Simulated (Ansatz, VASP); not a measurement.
# Nb in VASP and in Ansatz

```
CELL_PARAMETERS angstrom
4.79231 0.00000 0.00000
-2.39616 4.15026 0.00000
0.00000 0.00000 2.63421
ATOMIC_POSITIONS crystal
Nb 0.00000 0.00000 0.00000
Nb 0.33333 0.66667 0.50000
Nb 0.66667 0.33333 0.50000
```

Alike in both runs: functional LDA; k mesh 8 × 8 × 11; occupations fermi-dirac, width 0.1 eV; no spin polarisation.

Ansatz relaxed the structure, and its values are those at the end. VASP's run is a single point on that final structure, the one shown.

|  | VASP | Ansatz |
| --- | --- | --- |
| version | VASP 6.6.1 | Ansatz 0.2.0 |
| potentials or method | VASP PAW LDA potentials, release 64 (Nb_sv) | plane waves (420 eV) with PAW, scalar-relativistic |
| plane-wave cutoff (eV) | 520 | 420 |
| valence electrons in the cell | 39 | 39 |

Ansatz gave:

| Quantity | Value |
| --- | --- |
| pressure (GPa) | 0.0 |

Which values does VASP return?

Pressure (GPa): -0.1.

Ansatz warned: «pseudo_functional_mismatch».
